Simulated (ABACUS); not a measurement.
Ag:

```xyz
1
Lattice="-1.6557 1.6557 1.6557 1.6557 -1.6557 1.6557 1.6557 1.6557 -1.6557" Properties=species:S:1:pos:R:3 pbc="T T T"
Ag    0.0000    0.0000    0.0000
```

This isn't the form of Ag at room conditions, which is fcc.

```yaml
Program: ABACUS 3.10.1
Task: single point
Functional: PBE
Potentials_or_basis: PseudoDojo NC SR 0.4.1 PBE standard
Cutoff: 1116 eV
Density_cutoff: 4463 eV
Basis: plane waves
k_mesh: 11 × 11 × 11
Occupations: fermi-dirac, width 0.05 eV
Spin: no spin polarisation
```

On this cell: pressure -0.9 GPa; band gap on the k mesh none (metal or under the smearing width).

The same run follows on a disturbed copy (cell strained at random at fixed volume):

```
CELL_PARAMETERS angstrom
-1.66744 1.70967 1.67800
1.64484 -1.66248 1.60821
1.64974 1.64478 -1.63081
ATOMIC_POSITIONS crystal
Ag 0.00036 0.98336 0.99733
```

Task: What changes?

Result: The energy (extrapolated to zero smearing) moves by +2.6 meV/atom; pressure -0.9 GPa; band gap on the k mesh none (metal or under the smearing width).

Stress tensor (GPa, compression positive):
```
-0.93  0.53  0.65
 0.53 -0.67 -1.55
 0.65 -1.55 -1.07
```
